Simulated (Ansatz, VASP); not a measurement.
## LiH: VASP beside Ansatz

```
Li H
1.0
     0.00000    1.99847    1.99847
     1.98229    0.00000    1.99847
     1.98229    1.99847    0.00000
Li H
1 1
Direct
  0.00000 0.00000 0.00000
  0.50000 0.50000 0.50000
```

Change from the starting cell: uniaxial_x strain -0.8%.

Alike in both runs: task single point; functional r2SCAN; k mesh 10 × 10 × 10; no spin polarisation.

```csv
,VASP,Ansatz
version,VASP 6.6.1,Ansatz 0.2.0
potentials or method,"VASP PAW PBE potentials, release 64 (Li_sv, H)","plane waves, PAW"
plane-wave cutoff (eV),520,500
occupations,"gaussian, width 0.01 eV",fixed
valence electrons in the cell,4,4
```

|  | VASP | Ansatz | Ansatz less VASP |
| --- | --- | --- | --- |
| gap on the k mesh at the Fermi level (eV) | 3.49 | 3.54 | +0.046 |

 A k mesh can miss the band edges.
